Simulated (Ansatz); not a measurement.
Starting structure, H put at a bridge S-S site (MoS2, R3m (No. 160), (0 0 1) face):

```
CELL_PARAMETERS angstrom
3.15295 0.00000 0.00000
-1.57647 2.73053 0.00000
0.00000 0.00000 28.12377
ATOMIC_POSITIONS crystal
S 0.33333 0.66667 0.30224
Mo 0.66667 0.33333 0.35786
S 0.33333 0.66667 0.41343
S 0.00000 0.00000 0.51664
Mo 0.33333 0.66667 0.57230
S 0.00000 0.00000 0.62805
H 0.50000 0.00000 0.63019
```

All numbers below come from DFT PBE+D3(BJ), scalar-relativistic, plane waves, PAW in Ansatz. Settings: cutoff 420 eV, Γ-centred mesh 9×9×1 on the computed 7-atom cell, Gaussian smearing of 0.05 eV; collinear spin from starting moments 0 0 0 0 0 0 1 μB. The cell repeats along c with a dipole correction in the vacuum.

Atoms 1, 2, 3 (counted from 1) are held. The cell is fixed. Force threshold 0.03 eV/Å.

| step | E − E_final (eV) | largest force (eV/Å) |
| --- | --- | --- |
| 1 | 0.598 | 2.096 |
| 2 | 0.346 | 1.283 |
| 3 | 0.230 | 0.441 |
| 4 | 0.132 | 0.550 |
| 5 | 0.026 | 0.590 |
| 6 | 0.038 | 0.514 |
| 7 | 0.006 | 0.228 |
| 8 | 0.003 | 0.140 |
| 9 | 0.001 | 0.019 |
| 10 | 0.001 | 0.019 |
| 11 | 0.000 | 0.026 |
| 12 | 0.000 | 0.007 |

Question: What is the final structure?

Answer:
```
CELL_PARAMETERS angstrom
3.15295 0.00000 0.00000
-1.57647 2.73053 0.00000
0.00000 0.00000 28.12377
ATOMIC_POSITIONS crystal
S 0.33333 0.66667 0.30224
Mo 0.66667 0.33333 0.35786
S 0.33333 0.66667 0.41343
S 0.00326 0.00652 0.51715
Mo 0.34062 0.68123 0.57192
S 0.03044 0.06089 0.63431
H 0.57129 0.14258 0.65894
```

The end is the local minimum or symmetric point that this start leads to.

Cost: 1 run of about 16 core-minutes, on Arm Neoverse V2 (shared hosts).